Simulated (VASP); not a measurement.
**MnO: single point with PBE+U**

MnO:

```
CELL_PARAMETERS angstrom
0.00000 2.43651 2.43651
2.43651 0.00000 2.43651
2.43651 2.43651 0.00000
ATOMIC_POSITIONS crystal
Mn 0.00000 0.00000 0.00000
O 0.25000 0.25000 0.25000
```

Measurements of this composition are mostly on another form, of space group No. 225.

| Quantity | Value |
| --- | --- |
| Program | VASP 6.6.1 |
| Task | single point |
| Functional | PBE |
| Potentials or basis | VASP PAW PBE potentials, release 64 (Mn_pv, O) |
| Cutoff | 520 eV |
| k mesh | 7 × 7 × 7 |
| Occupations | gaussian, width 0.05 eV |
| Spin | collinear spin, ferromagnetic start |
| Starting moments | [4.0, 0.0] μB |
| Fixed moment | 2 μB |
| Hubbard terms | Mn d U = 7 eV |
| Further INCAR settings | ALGO = Normal; EDIFF = 1e-06; NBANDS = 20 |

```
Pressure                                              : -20.0 GPa
Net moment                                            : 2.00 μB per cell
Site moments                                          : Mn +2.40; O -0.26 μB
Valence electrons inside the program's atomic spheres : Mn 11.36; O 4.91
```

Eigenvalues of the final occupation matrices:
```csv
site,spin,trace,eigenvalues
site 1 d,1,3.70,0.61 0.61 0.61 0.94 0.94
site 1 d,2,1.29,0.02 0.02 0.42 0.42 0.42
```

It took 29 s on 1 thread of Intel(R) Xeon(R) Platinum 8259CL CPU @ 2.50GHz (Skylake/Cascade Lake), on a shared host, peak memory 0.17 GiB.

Caveat: the moment is held away from its start; the total moment is fixed, so each spin has its own Fermi level; a cell with one magnetic atom can't hold antiferromagnetic order, which such compounds often take. The state reached can hang on the start; a lower one may exist.
